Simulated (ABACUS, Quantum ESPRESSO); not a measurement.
This is a calculation of InP for Quantum ESPRESSO 7.5. 

Contents of pw.in:

```
&CONTROL
  calculation = 'scf'
  prefix = 'pwscf'
  outdir = './tmp'
  pseudo_dir = './pseudo'
  tprnfor = .true.
  tstress = .true.
  disk_io = 'low'
/
&SYSTEM
  ibrav = 0
  nat = 2
  ntyp = 2
  ecutwfc = 56
  ecutrho = 448
  nbnd = 15
  occupations = 'smearing'
  smearing = 'fd'
  degauss = 0.00367493
/
&ELECTRONS
  conv_thr = 4d-10
  electron_maxstep = 120
  mixing_beta = 0.5
/
ATOMIC_SPECIES
In   114.8180 in_pbesol_v1.4.uspp.F.UPF
P     30.9738 p_pbesol_v1.5.uspp.F.UPF
CELL_PARAMETERS angstrom
   0.0000000000    2.9305000000    2.9305000000
   2.9305000000    0.0000000000    2.9305000000
   2.9305000000    2.9305000000    0.0000000000
ATOMIC_POSITIONS crystal
In     0.0000000000    0.0000000000    0.0000000000
P      0.7500000000    0.7500000000    0.7500000000
K_POINTS automatic
8 8 8 0 0 0
```

File pp_density.in:

```
&INPUTPP
  prefix = 'pwscf'
  outdir = './tmp'
  filplot = 'density.dat'
  plot_num = 0
/
&PLOT
  nfile = 1
  filepp(1) = 'density.dat'
  iflag = 3
  output_format = 6
  fileout = 'density.cube'
/
```

Contents of pp_potential.in:

```
&INPUTPP
  prefix = 'pwscf'
  outdir = './tmp'
  filplot = 'potential.dat'
  plot_num = 11
/
&PLOT
  nfile = 1
  filepp(1) = 'potential.dat'
  iflag = 3
  output_format = 6
  fileout = 'potential.cube'
/
```

Potentials or basis: GBRV 1.5 PBEsol.

Launch:

```console
$ OMP_NUM_THREADS=1 mpirun -n 2 pw.x -nk 2 -in pw.in > pw.out
$ OMP_NUM_THREADS=1 mpirun -n 1 pp.x -in pp_density.in > pp_density.out
$ OMP_NUM_THREADS=1 mpirun -n 1 pp.x -in pp_potential.in > pp_potential.out
```

Question: Set up the same calculation for ABACUS 3.10.1. Potentials or basis there: PseudoDojo NC SR 0.4.1 PBEsol standard, plane waves, cutoff 966 eV.

Answer: As run (cutoffs and basis follow the program's own potentials, and thresholds, step limits or extra output files can differ):

Contents of INPUT:

```
INPUT_PARAMETERS
suffix              InP
calculation         scf
basis_type          pw
pseudo_dir          ./
symmetry            1
dft_functional      pbesol
ecutwfc             71
pseudo_rcut         7
nspin               1
nbands              13
ks_solver           dav
smearing_method     fd
smearing_sigma      0.00367493
scf_thr             1e-08
scf_nmax            100
mixing_type         broyden
mixing_beta         0.7
cal_force           1
cal_stress          1
kpar                4
```

STRU

```
ATOMIC_SPECIES
In 114.8180 In.upf
P 30.9738 P.upf

LATTICE_CONSTANT
1.8897261246

LATTICE_VECTORS
0.0000000000 2.9305000000 2.9305000000
2.9305000000 0.0000000000 2.9305000000
2.9305000000 2.9305000000 0.0000000000

ATOMIC_POSITIONS
Direct

In
0.0
1
0.0000000000 0.0000000000 0.0000000000 1 1 1

P
0.0
1
0.7500000000 0.7500000000 0.7500000000 1 1 1
```

Contents of KPT:

```
K_POINTS
0
Gamma
8 8 8 0 0 0
```

Potentials or basis: PseudoDojo NC SR 0.4.1 PBEsol standard, plane waves.

Launch:

```console
$ OMP_NUM_THREADS=1 mpirun -np 4 abacus > log
```

Both were run:

|  | Quantum ESPRESSO | ABACUS |
| --- | --- | --- |
| Pressure | 0.4 GPa | 0.7 GPa |

Pressure is positive in compression.
